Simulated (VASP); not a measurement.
# Ta (Im-3m) in VASP: further runs

The runs below take Ta through relaxation of cell and atoms, with PBEsol, LDA, PBE, PBE+D3(BJ).

Program: VASP 6.6.1. These are calculated values, not measurements. Logs are shortened: lines on timing, memory, paths and dates and some standing lists are left out, and cuts for length are marked.

## 1. Starting point

The structure is cubic, space group Im-3m (No. 229). The conventional cell has a = 3.310 Å, b = 3.310 Å, c = 3.310 Å, α = 90.00°, β = 90.00°, γ = 90.00°. Ta (site symmetry m-3m) has 8 Ta at 2.87 Å as nearest neighbours.

## 2. Relaxation of cell and atoms, PBEsol

Contents of INCAR:

```
SYSTEM = Ta
ALGO = Normal
EDIFF = 1E-7
EDIFFG = -0.005
ENCUT = 600
GGA = PS
IBRION = 2
ISIF = 3
ISMEAR = 0
LASPH = .TRUE.
LCHARG = .FALSE.
LREAL = .FALSE.
LWAVE = .FALSE.
NELM = 100
NSW = 90
PREC = Accurate
SIGMA = 0.1
```

Contents of KPOINTS:

```
k-points
0
G
  18 18 18
  0 0 0
```

Contents of POSCAR:

```
Ta
1.0
   -1.6549278100      1.6549278100      1.6549278100
    1.6549278100     -1.6549278100      1.6549278100
    1.6549278100      1.6549278100     -1.6549278100
Ta
1
Direct
    0.0000000000      0.0000000000      0.0000000000
```

Potentials or basis: VASP PAW PBE potentials, release 64 (Ta_pv).

Started as:

```sh
cat potpaw_PBE.64/Ta_pv/POTCAR > POTCAR
mpirun -np 1 vasp_std > vasp.out
```

OUTCAR:

```text
SYSTEM = Ta
   EDIFF = 1E-7
   EDIFFG = -0.005
   ENCUT = 600
   GGA = PS
   IBRION = 2
   ISIF = 3
   ISMEAR = 0
   LASPH = .TRUE.
   LREAL = .FALSE.
   NELM = 100
   NSW = 90
   PREC = Accurate

 ion  position               nearest neighbor table
   1  0.000  0.000  0.000-

  LATTYP: Found a body centered cubic cell.
 ALAT       =     3.3098556200

  Lattice vectors:

 A1 = (  -1.6549278100,   1.6549278100,   1.6549278100)
 A2 = (   1.6549278100,  -1.6549278100,   1.6549278100)
 A3 = (   1.6549278100,   1.6549278100,  -1.6549278100)

Analysis of symmetry for initial positions (statically):
=====================================================================
 Subroutine PRICEL returns:
 Original cell was already a primitive cell.

 Routine SETGRP: Setting up the symmetry group for a
 body centered cubic supercell.

 Subroutine GETGRP returns: Found 48 space group operations
 (whereof 48 operations were pure point group operations)
 out of a pool of 48 trial point group operations.

The static configuration has the point symmetry O_h .

Analysis of symmetry for dynamics (positions and initial velocities):
=====================================================================
 Subroutine PRICEL returns:
 Original cell was already a primitive cell.

 Routine SETGRP: Setting up the symmetry group for a
 body centered cubic supercell.

 Subroutine GETGRP returns: Found 48 space group operations
 (whereof 48 operations were pure point group operations)
 out of a pool of 48 trial point group operations.

The dynamic configuration has the point symmetry O_h .

 Subroutine INISYM returns: Found 48 space group operations
 (whereof 48 operations are pure point group operations),
 and found     1 'primitive' translations

----------------------------------------------------------------------------------------

                                     Primitive cell

  volume of cell :      18.1300

  direct lattice vectors                    reciprocal lattice vectors
    -1.654927810  1.654927810  1.654927810     0.000000000  0.302127982  0.302127982
     1.654927810 -1.654927810  1.654927810     0.302127982  0.000000000  0.302127982
     1.654927810  1.654927810 -1.654927810     0.302127982  0.302127982  0.000000000

  length of vectors
     2.866419050  2.866419050  2.866419050     0.427273490  0.427273490  0.427273490

  position of ions in fractional coordinates (direct lattice)
     0.000000000  0.000000000  0.000000000

  ion indices of the primitive-cell ions
   primitive index   ion index
                 1           1

----------------------------------------------------------------------------------------

 KPOINTS: k-points

Automatic generation of k-mesh.
 Grid dimensions read from file:
 generate k-points for:   18   18   18

 Generating k-lattice:

  Cartesian coordinates                     Fractional coordinates (reciprocal lattice)
     0.000000000  0.016784888  0.016784888     0.055555556  0.000000000  0.000000000
     0.016784888  0.000000000  0.016784888     0.000000000  0.055555556  0.000000000
     0.016784888  0.016784888  0.000000000     0.000000000  0.000000000  0.055555556

  Length of vectors
     0.023737416  0.023737416  0.023737416

  Shift w.r.t. Gamma in fractional coordinates (k-lattice)
     0.000000000  0.000000000  0.000000000

 Subroutine IBZKPT returns following result:
 ===========================================

 Found    195 irreducible k-points:

 Following reciprocal coordinates:
            Coordinates               Weight
  0.000000  0.000000  0.000000      1.000000
  0.055556  0.000000  0.000000     12.000000
  0.111111  0.000000  0.000000     12.000000
  0.166667  0.000000  0.000000     12.000000
  0.222222  0.000000  0.000000     12.000000
  0.277778  0.000000  0.000000     12.000000
[... 16 lines left out ...]
  0.333333  0.111111  0.000000     48.000000
  0.388889  0.111111  0.000000     48.000000
 [... further k-points ...]
   k-points           NKPTS =    195   k-points in BZ     NKDIM =    195   number of bands    NBANDS=      9
   number of dos      NEDOS =    301   number of ions     NIONS =      1
   total plane-waves  NPLWV =  13824
   dimension x,y,z NGX =    24 NGY =   24 NGZ =   24
   dimension x,y,z NGXF=    48 NGYF=   48 NGZF=   48
   ions per type =               1
   NGX,Y,Z   is equivalent  to a cutoff of  13.92, 13.92, 13.92 a.u.
   NGXF,Y,Z  is equivalent  to a cutoff of  27.84, 27.84, 27.84 a.u.
 SYSTEM =  Ta
   PREC   = accura    normal or accurate (medium, high low for compatibility)
   ISTART =      0    job   : 0-new  1-cont  2-samecut
   ICHARG =      2    charge: 1-file 2-atom 10-const
   ISPIN  =      1    spin polarized calculation?
   LNONCOLLINEAR =      F non collinear calculations
   LSORBIT =      F    spin-orbit coupling
   LASPH  =      T    aspherical Exc in radial PAW
   ENCUT  =  600.0 eV  44.10 Ry    6.64 a.u.   5.72  5.72  5.72*2*pi/ulx,y,z
   NELM   =    100;   NELMIN=  2; NELMDL= -5     # of ELM steps
   EDIFF  = 0.1E-06   stopping-criterion for ELM
   LREAL  =      F    real-space projection
   EDIFFG = -.5E-02   stopping-criterion for IOM
   NSW    =     90    number of steps for IOM
   IBRION =      2    ionic relax: 0-MD 1-quasi-New 2-CG
   NFREE  =      1    steps in history (QN), initial steepest desc. (CG)
   ISIF   =      3    stress and relaxation
   ISYM   =      2    0-nonsym 1-usesym 2-fastsym
   POTIM  = 0.5000    time-step for ionic-motion
   TEBEG  =    0.0;   TEEND  =   0.0 temperature during run
   PSTRESS=    0.0 pullay stress
   NELECT =      11.0000    total number of electrons
   NUPDOWN=      -1.0000    fix difference up-down
   EMIN   =  10.00;   EMAX   =-10.00  energy-range for DOS
   EFERMI =   0.00;   METHOD = LEGACY
   ISMEAR =     0;   SIGMA  =   0.10  broadening in eV -4-tet -1-fermi 0-gaus
   EFERMI_NEDOS =   21; number of points for ismear=-14 and -15
   IALGO  =     38    algorithm
   IMIX   =      4    mixing-type and parameters
     AMIX     =   0.40;   BMIX     =  1.00
     AMIX_MAG =   1.60;   BMIX_MAG =  1.00
  volume/ion in A,a.u.               =      18.13       122.35
  Fermi-wavevector in a.u.,A,eV,Ry     =   1.385926  2.619020 26.133942  1.920791
  Thomas-Fermi vector in A             =   2.510290
   LORBIT       =      0    0 simple, 1 ext, 2 COOP (PROOUT), +10 PAW based schemes
   GGA     = PS    functional components
   LHFCALC =     F    Hartree Fock is set to
   AEXX    =    0.0000 exact exchange contribution
   IVDW    =     0    specifies the selected vdW correction
   LEPSILON=     F    determine dielectric tensor
   LRPA    =     F    only Hartree local field effects (RPA)
 conjugate gradient relaxation of ions
 non-spin polarized calculation
 Gauss-broadening in eV      SIGMA  =   0.10
  energy-cutoff  :      600.00
  volume of cell :       18.13
 maximum number of plane-waves:       622
   NGX = 11   NGY = 11   NGZ = 11

--------------------------------------- Ionic step        1  -------------------------------------------

 number of electron      11.0000001 magnetization

 Free energy of the ion-electron system (eV)
  ---------------------------------------------------
  ext. energy  EPLUGINS =         0.00000000
  ---------------------------------------------------
  free energy    TOTEN  =       -12.54820374 eV

  energy without entropy =      -12.54210333  energy(sigma->0) =      -12.54515353

------------------------ aborting loop because EDIFF is reached ----------------------------------------

  FORCE on cell =-STRESS in cart. coord.  units (eV):
  Direction    XX          YY          ZZ          XY          YZ          ZX
  --------------------------------------------------------------------------------------
  -------------------------------------------------------------------------------------
  Total       -0.5759205     -0.5759205     -0.5759205     -0.0000000     -0.0000000      0.0000000
  in kB      -50.8950951    -50.8950951    -50.8950951     -0.0000000     -0.0000000      0.0000000
  external PRESSURE =     -50.8950951 kB  Pullay stress =       0.0000000 kB
[... 90 lines left out ...]
  energy  without entropy=      -12.5497208932  energy(sigma->0) =      -12.55269990

--------------------------------------- Ionic step        4  -------------------------------------------

 number of electron      11.0000002 magnetization

 Free energy of the ion-electron system (eV)
  ---------------------------------------------------
  ext. energy  EPLUGINS =         0.00000000
  ---------------------------------------------------
  free energy    TOTEN  =       -12.55568152 eV

  energy without entropy =      -12.54972810  energy(sigma->0) =      -12.55270481

 E-fermi :   5.4852     XC(G=0): -12.8266

 val. band max:        5.4849638428   @ k =   0.1667   0.0000   0.0000
 cond. band min:       5.4889183011   @ k =  -0.1667   0.2222   0.0556
 fundamental gap:      0.0039544582
 Fermi energy:         5.4851826371

 k-point     1 :       0.0000    0.0000    0.0000
  band No.  band energies     occupation
      1     -27.4689      2.00000
      2     -27.4689      2.00000
      3     -27.4689      2.00000
      4      -2.5264      2.00000
      5       6.1975      0.00000
      6       6.1975      0.00000
      7       6.1975      0.00000
      8       9.5363      0.00000
      9       9.5363      0.00000
[... 265 lines left out ...]
 k-point    24 :       0.3889    0.1111    0.0000
  band No.  band energies     occupation
      1     -28.6488      2.00000
      2     -27.9086      2.00000
      3     -27.5327      2.00000
      4       1.4088      2.00000
      5       3.9937      2.00000
      6       6.2022      0.00000
      7       9.2933      0.00000
      8      10.6267      0.00000
      9      13.5731      0.00000

 [... further k-points ...]

------------------------ aborting loop because EDIFF is reached ----------------------------------------

  FORCE on cell =-STRESS in cart. coord.  units (eV):
  Direction    XX          YY          ZZ          XY          YZ          ZX
  --------------------------------------------------------------------------------------
  -------------------------------------------------------------------------------------
  Total        0.0011313      0.0011313      0.0011313     -0.0000000      0.0000000     -0.0000000
  in kB        0.1025833      0.1025833      0.1025833     -0.0000000      0.0000000     -0.0000000
  external PRESSURE =       0.1025833 kB  Pullay stress =       0.0000000 kB
[... 16 lines left out ...]
  FREE ENERGIE OF THE ION-ELECTRON SYSTEM (eV)
  ---------------------------------------------------
  free  energy   TOTEN  =       -12.5556815188 eV

  energy  without entropy=      -12.5497280995  energy(sigma->0) =      -12.55270481

 reached required accuracy - stopping structural energy minimisation
```

Run time: 49 s. Hardware: 1 thread of Intel Xeon Platinum 8559C (Emerald Rapids), shared host; peak memory 0.17 GiB.

Results:

- Free energy: -12.5557 eV
- Relaxed volume: 17.67 Å³/atom
- Relaxed cell: a = 2.842 Å, b = 2.842 Å, c = 2.842 Å, α = 109.47°, β = 109.47°, γ = 109.47°
- Space group after relaxing (to 0.05 Å): Im-3m (No. 229)
- Energy gained by relaxing: 7.5 meV/atom
- Ionic steps: 4
- Pressure after relaxing: 0.0 GPa
- Band gap on the k mesh: none (metal or under the smearing width)

The path:
| step | energy change (eV) | largest force (eV/Å) | pressure (GPa) | volume (Å³) |
| --- | --- | --- | --- | --- |
| 1 | 0.0000 | 0.0000 | -5.09 | 18.13 |
| 2 | 0.0339 | 0.0000 | 13.87 | 16.66 |
| 3 | -0.0075 | 0.0000 | -0.10 | 17.68 |
| 4 | -0.0075 | 0.0000 | 0.01 | 17.67 |

Final structure:
```xyz
1
Lattice="-1.6408 1.6408 1.6408 1.6408 -1.6408 1.6408 1.6408 1.6408 -1.6408" Properties=species:S:1:pos:R:3 pbc="T T T"
Ta    0.0000    0.0000    0.0000
```

Caveat: the PAW data sets were made with another functional, which shifts forces and pressure a little.

## 3. Relaxation of cell and atoms, LDA

Edit INCAR of step 2 so:

```diff
@@ -5,3 +5,3 @@
 ENCUT = 600
-GGA = PS
+GGA = CA
 IBRION = 2
```

KPOINTS is that of step 2.

POSCAR is that of step 2.

Potentials or basis: VASP PAW LDA potentials, release 64 (Ta_pv).

Started as:

```sh
cat potpaw_LDA.64/Ta_pv/POTCAR > POTCAR
mpirun -np 1 vasp_std > vasp.out
```

Wall time 71 s (1 thread of Intel Xeon Platinum 8559C (Emerald Rapids), shared host); peak memory 0.17 GiB.

The run converged. Its results:

| Quantity | Value |
| --- | --- |
| Free energy | -12.8332 eV |
| Relaxed volume | 17.28 Å³/atom |
| Relaxed cell | a = 2.821 Å, b = 2.821 Å, c = 2.821 Å, α = 109.47°, β = 109.47°, γ = 109.47° |
| Space group after relaxing (to 0.05 Å) | Im-3m (No. 229) |
| Energy gained by relaxing | 26.8 meV/atom |
| Ionic steps | 7 |
| Pressure after relaxing | 0.0 GPa |
| Band gap on the k mesh | none (metal or under the smearing width) |

The path:
```
step  energy change (eV)  largest force (eV/Å)  pressure (GPa)  volume (Å³)
   1              0.0000                0.0000           -9.68        18.13
   2              0.1412                0.0000           31.36        15.41
   3             -0.0268                0.0000           -0.50        17.32
   4             -0.0268                0.0000           -0.05        17.28
   5             -0.0268                0.0000            0.16        17.27
   6             -0.0268                0.0000           -0.33        17.30
   7             -0.0268                0.0000            0.00        17.28
```

Final structure:
```
Ta
1.0
    -1.62860    1.62860    1.62860
     1.62860   -1.62860    1.62860
     1.62860    1.62860   -1.62860
Ta
1
Direct
  0.00000 0.00000 0.00000
```

Levels at points of the mesh, in eV from the Fermi level:
```
           k point  band 3  band 4  band 5  band 6  band 7  band 8
(0.00, 0.00, 0.00)  -32.73   -7.99    0.67    0.67    0.67    4.08
(0.50, 0.00, 0.00)  -32.74   -4.56   -1.71    1.94    3.99    5.05
(0.50, 0.50, 0.50)  -33.68   -4.07   -4.07    7.13    7.13    7.13
```

Spin-orbit coupling is left out, which matters for the levels of Ta.

## 4. Relaxation of cell and atoms, PBE

Edit INCAR of step 3 so:

```diff
@@ -5,3 +5,3 @@
 ENCUT = 600
-GGA = CA
+GGA = PE
 IBRION = 2
```

KPOINTS is that of step 3.

POSCAR is that of step 3.

Potentials or basis: VASP PAW PBE potentials, release 64 (Ta_pv).

Started as:

```sh
cat potpaw_PBE.64/Ta_pv/POTCAR > POTCAR
mpirun -np 1 vasp_std > vasp.out
```

Wall time 61 s (1 thread of Intel Xeon Platinum 8559C (Emerald Rapids), shared host); peak memory 0.18 GiB.

Results (log left out):

```yaml
Free_energy: -11.8166 eV
Relaxed_volume: 18.29 Å³/atom
Relaxed_cell: a = 2.875 Å, b = 2.875 Å, c = 2.875 Å, α = 109.47°, β = 109.47°, γ = 109.47°
Space_group_after_relaxing_to_0.05_Å: Im-3m (No. 229)
Energy_gained_by_relaxing: 0.8 meV/atom
Ionic_steps: 3
Pressure_after_relaxing: 0.0 GPa
Band_gap_on_the_k_mesh: none (metal or under the smearing width)
```

Step by step:
```csv
step,energy change (eV),largest force (eV/Å),pressure (GPa),volume (Å³)
1,0.0000,0.0000,1.73,18.13
2,0.0034,0.0000,-3.67,18.65
3,-0.0008,0.0000,0.00,18.29
```

Final structure:
```cif
data_structure
_symmetry_space_group_name_H-M 'P 1'
_symmetry_Int_Tables_number 1
_cell_length_a 2.8748
_cell_length_b 2.8748
_cell_length_c 2.8748
_cell_angle_alpha 109.471
_cell_angle_beta 109.471
_cell_angle_gamma 109.471
_cell_volume 18.29
loop_
_atom_site_label
_atom_site_type_symbol
_atom_site_fract_x
_atom_site_fract_y
_atom_site_fract_z
_atom_site_occupancy
Ta1 Ta 0.00000 0.00000 0.00000 1
```

Levels at points of the mesh, in eV from the Fermi level:
| k point | band 2 | band 3 | band 4 | band 5 | band 6 | band 7 | band 8 | band 9 |
| --- | --- | --- | --- | --- | --- | --- | --- | --- |
| (0.00, 0.00, 0.00) | -33.14 | -33.14 | -7.87 | 0.72 | 0.72 | 0.72 | 3.94 | 3.94 |
| (0.50, 0.00, 0.00) | -33.50 | -33.15 | -4.32 | -1.51 | 1.51 | 3.82 | 4.83 | 7.64 |
| (0.50, 0.50, 0.50) | -33.92 | -33.92 | -3.72 | -3.72 | 6.70 | 6.70 | 6.70 | 8.51 |

Spin-orbit coupling is left out, which matters for the levels of Ta.

## 5. Relaxation of cell and atoms, PBE+D3(BJ)

Edit INCAR of step 4 so:

```diff
@@ -9,2 +9,3 @@
 ISMEAR = 0
+IVDW = 12
 LASPH = .TRUE.
```

KPOINTS is that of step 4.

POSCAR is that of step 4.

Started as:

```sh
cat potpaw_PBE.64/Ta_pv/POTCAR > POTCAR
mpirun -np 1 vasp_std > vasp.out
```

Run time: 74 s. Hardware: 1 thread of Intel Xeon Platinum 8559C (Emerald Rapids), shared host; peak memory 0.18 GiB.

The run converged. Its results:

```
Free energy                            : -12.4790 eV
Relaxed volume                         : 17.74 Å³/atom
Relaxed cell                           : a = 2.846 Å, b = 2.846 Å, c = 2.846 Å, α = 109.47°, β = 109.47°, γ = 109.47°
Space group after relaxing (to 0.05 Å) : Im-3m (No. 229)
Energy gained by relaxing              : 5.4 meV/atom
Ionic steps                            : 4
Pressure after relaxing                : 0.0 GPa
Band gap on the k mesh                 : none (metal or under the smearing width)
Dispersion energy per atom             : -0.673 eV
```

The path:
| step | energy change (eV) | largest force (eV/Å) | pressure (GPa) | volume (Å³) |
| --- | --- | --- | --- | --- |
| 1 | 0.0000 | 0.0000 | -4.30 | 18.13 |
| 2 | 0.0234 | 0.0000 | 11.27 | 16.88 |
| 3 | -0.0054 | 0.0000 | -0.06 | 17.74 |
| 4 | -0.0054 | 0.0000 | 0.03 | 17.74 |

Final structure:
```cif
data_structure
_symmetry_space_group_name_H-M 'P 1'
_symmetry_Int_Tables_number 1
_cell_length_a 2.8455
_cell_length_b 2.8455
_cell_length_c 2.8455
_cell_angle_alpha 109.471
_cell_angle_beta 109.471
_cell_angle_gamma 109.471
_cell_volume 17.74
loop_
_atom_site_label
_atom_site_type_symbol
_atom_site_fract_x
_atom_site_fract_y
_atom_site_fract_z
_atom_site_occupancy
Ta1 Ta 0.00000 0.00000 0.00000 1
```

Levels at points of the mesh, in eV from the Fermi level:
```csv
k point,band 1,band 2,band 3,band 4,band 5,band 6,band 7,band 8,band 9
"(0.00, 0.00, 0.00)",-33.02,-33.02,-33.02,-7.99,0.72,0.72,0.72,4.05,4.05
"(0.50, 0.00, 0.00)",-34.25,-33.42,-33.03,-4.46,-1.60,1.65,3.94,4.99,7.94
"(0.50, 0.50, 0.50)",-33.88,-33.88,-33.88,-3.91,-3.91,6.95,6.95,6.95,8.79
```

Caveat: pairwise dispersion overbinds metals, which lowers pressure and volume. Spin-orbit coupling is left out, which matters for the levels of Ta.

## 6. Overview

```tsv
level	potentials or basis	gap on the mesh (eV)	pressure (GPa)	relaxed volume (Å³/atom)
PBEsol	VASP PAW PBE potentials, release 64 (Ta_pv)	none	0.0	17.67
LDA	VASP PAW LDA potentials, release 64 (Ta_pv)	none	0.0	17.28
PBE	VASP PAW PBE potentials, release 64 (Ta_pv)	none	0.0	18.29
PBE+D3(BJ)	VASP PAW PBE potentials, release 64 (Ta_pv)	none	0.0	17.74
```

Alike in all rows: task relaxation of cell and atoms; no spin polarisation; cell relaxed; k mesh 18 × 18 × 18; cutoff (eV) 600; smearing gaussian 0.1 eV.

Caveats: the PAW data sets were made with another functional, which shifts forces and pressure a little (some runs); pairwise dispersion overbinds metals, which lowers pressure and volume (some runs).

Total energies depend on the potentials used, so only differences within one code and one set of settings carry meaning.
